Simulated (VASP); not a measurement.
Calculation: PBEsol GGA, VASP's PBE PAW potentials (set 64) (plane waves; VASP).

VASP ran on this input.

File KPOINTS:
```
Automatic mesh
0
Gamma
6 6 6
0 0 0
```

INCAR:
```
SYSTEM = SrF2
PREC = Accurate
ENCUT = 600
EDIFF = 1E-7
NELM = 100
ALGO = Normal
LREAL = .FALSE.
LASPH = .TRUE.
ISMEAR = 0
SIGMA = 0.05
GGA = PS
LMAXMIX = 4
LWAVE = .FALSE.
LCHARG = .FALSE.
ISIF = 3
IBRION = 2
NSW = 40
EDIFFG = -0.01
PSTRESS = 150
```

File POSCAR:
```
SrF2
1.0
  0.0000000000   2.8830501593   2.8830501593
  2.8830501593   0.0000000000   2.8830501593
  2.8830501593   2.8830501593   0.0000000000
Sr F
1 2
Direct
  0.0000000000   0.0000000000   0.0000000000
  0.2500000000   0.2500000000   0.2500000000
  0.7500000000   0.7500000000   0.7500000000
```

POTCAR, in this order: Sr_sv F (PBE.64 set). Program: vasp_std.

What VASP printed:

### OSZICAR
```
       N       E                     dE             d eps       ncg     rms          rms(c)
DAV:   1     0.154936017613E+03    0.15494E+03   -0.15390E+04   512   0.164E+03
DAV:   2    -0.125988897128E+02   -0.16753E+03   -0.16357E+03   648   0.326E+02
DAV:   3    -0.186454382685E+02   -0.60465E+01   -0.60392E+01   664   0.644E+01
DAV:   4    -0.189012116891E+02   -0.25577E+00   -0.25573E+00   776   0.958E+00
DAV:   5    -0.189040894231E+02   -0.28777E-02   -0.28777E-02   648   0.103E+00    0.169E+01
DAV:   6    -0.176020278682E+02    0.13021E+01   -0.68242E+00   512   0.183E+01    0.143E+01
DAV:   7    -0.175828263280E+02    0.19202E-01   -0.18927E-01   672   0.399E+00    0.724E+00
DAV:   8    -0.175920453211E+02   -0.92190E-02   -0.33105E-02   664   0.230E+00    0.570E-01
DAV:   9    -0.175991875945E+02   -0.71423E-02   -0.10628E-02   680   0.727E-01    0.459E-01
DAV:  10    -0.176000743864E+02   -0.88679E-03   -0.10606E-03   584   0.243E-01    0.151E-01
DAV:  11    -0.176002811949E+02   -0.20681E-03   -0.31367E-04   560   0.119E-01    0.287E-02
DAV:  12    -0.176002985159E+02   -0.17321E-04   -0.27817E-05   696   0.362E-02    0.204E-02
DAV:  13    -0.176002993382E+02   -0.82229E-06   -0.39085E-06   624   0.140E-02    0.581E-03
DAV:  14    -0.176002991635E+02    0.17466E-06   -0.26667E-07   592   0.454E-03    0.116E-03
DAV:  15    -0.176002991454E+02    0.18181E-07   -0.62398E-08   456   0.196E-03
   1 F= -.13113183E+02 E0= -.13113183E+02  d E =-.131132E+02
       N       E                     dE             d eps       ncg     rms          rms(c)
DAV:   1    -0.282821955710E+02   -0.10682E+02   -0.24327E+02   568   0.149E+02    0.466E+01
DAV:   2    -0.179025700571E+02    0.10380E+02   -0.50843E+01   512   0.567E+01    0.670E+00
DAV:   3    -0.170203753753E+02    0.88219E+00   -0.19845E+00   776   0.141E+01    0.347E+00
DAV:   4    -0.168685297391E+02    0.15185E+00   -0.11251E+00   816   0.734E+00    0.230E+00
DAV:   5    -0.168922178796E+02   -0.23688E-01   -0.50418E-02   696   0.173E+00    0.154E+00
DAV:   6    -0.169201277933E+02   -0.27910E-01   -0.49226E-02   824   0.139E+00    0.696E-01
DAV:   7    -0.169181824301E+02    0.19454E-02   -0.70569E-03   568   0.756E-01    0.163E-01
DAV:   8    -0.169183225741E+02   -0.14014E-03   -0.10513E-03   760   0.285E-01    0.104E-01
DAV:   9    -0.169183065893E+02    0.15985E-04   -0.15853E-04   584   0.111E-01    0.161E-02
DAV:  10    -0.169183086215E+02   -0.20322E-05   -0.98792E-06   800   0.201E-02    0.803E-03
DAV:  11    -0.169183077119E+02    0.90966E-06   -0.47039E-07   632   0.735E-03    0.521E-04
DAV:  12    -0.169183077488E+02   -0.36915E-07   -0.29600E-08   272   0.160E-03
   2 F= -.13334994E+02 E0= -.13334994E+02  d E =-.221810E+00
       N       E                     dE             d eps       ncg     rms          rms(c)
DAV:   1    -0.186407734317E+02   -0.17225E+01   -0.28343E+01   600   0.498E+01    0.118E+01
DAV:   2    -0.174748395272E+02    0.11659E+01   -0.56656E+00   552   0.191E+01    0.303E+00
DAV:   3    -0.173548581235E+02    0.11998E+00   -0.18202E-01   840   0.388E+00    0.325E+00
DAV:   4    -0.173362012060E+02    0.18657E-01   -0.55942E-02   864   0.145E+00    0.276E+00
DAV:   5    -0.173400892025E+02   -0.38880E-02   -0.14611E-02   856   0.702E-01    0.795E-01
DAV:   6    -0.173403977452E+02   -0.30854E-03   -0.11172E-02   848   0.665E-01    0.113E-01
DAV:   7    -0.173403513499E+02    0.46395E-04   -0.23230E-04   680   0.130E-01    0.387E-02
DAV:   8    -0.173403503379E+02    0.10119E-05   -0.39600E-05   696   0.420E-02    0.129E-02
DAV:   9    -0.173403519203E+02   -0.15824E-05   -0.14848E-06   648   0.105E-02    0.456E-03
DAV:  10    -0.173403521578E+02   -0.23745E-06   -0.16788E-07   440   0.371E-03    0.120E-03
DAV:  11    -0.173403522434E+02   -0.85628E-07   -0.26108E-08   400   0.143E-03
   3 F= -.13456681E+02 E0= -.13456681E+02  d E =-.343497E+00
```

**OUTCAR**
```
------------------------ aborting loop because EDIFF is reached ----------------------------------------
  FORCE on cell =-STRESS in cart. coord.  units (eV):
  Direction    XX          YY          ZZ          XY          YZ          ZX
  --------------------------------------------------------------------------------------
  Total        3.8548869      3.8548869      3.8548869      0.0000000      0.0000000     -0.0000000
  in kB      148.8882407    148.8882407    148.8882407      0.0000000      0.0000000     -0.0000000
  external PRESSURE =      -1.1117593 kB  Pullay stress =     150.0000000 kB
  volume of cell :       41.48
      direct lattice vectors                 reciprocal lattice vectors
     0.000000000  2.747539483  2.747539483    -0.181981006  0.181981006  0.181981006
     2.747539483  0.000000000  2.747539483     0.181981006 -0.181981006  0.181981006
     2.747539483  2.747539483  0.000000000     0.181981006  0.181981006 -0.181981006
 POSITION                                       TOTAL-FORCE (eV/Angst)
 -----------------------------------------------------------------------------------
      0.00000      0.00000      0.00000        -0.000000     -0.000000      0.000000
      1.37377      1.37377      1.37377        -0.000000      0.000000      0.000000
      4.12131      4.12131      4.12131         0.000000     -0.000000     -0.000000
 -----------------------------------------------------------------------------------
    total drift:                                0.000000      0.000000      0.000000
  FREE ENERGIE OF THE ION-ELECTRON SYSTEM (eV)
  ---------------------------------------------------
  free  energy   TOTEN  =       -17.3403522434 eV

  energy  without entropy=      -17.3403522434  energy(sigma->0) =      -17.34035224
  enthalpy is  TOTEN    =       -13.4566806473 eV   P V=        3.8836715962

 reached required accuracy - stopping structural energy minimisation
```
(Selected blocks of OUTCAR.)

File CONTCAR:
```
SrF2
   1.00000000000000
     0.0000000000000000    2.7475394834141031    2.7475394834141031
     2.7475394834141031    0.0000000000000000    2.7475394834141031
     2.7475394834141031    2.7475394834141031    0.0000000000000000
  Sr              F
     1     2
Direct
     0.0000000000000000    0.0000000000000000    0.0000000000000000
     0.2500000000000000    0.2500000000000000    0.2500000000000000
     0.7500000000000000    0.7500000000000000    0.7500000000000000
```

Energy and stress use the plane-wave basis of the starting cell.

The compound is SrF2 in the fluorite structure. This run relaxes it under an external pressure of 15 GPa. Symmetry was kept, so distortions that lower it aren't found.
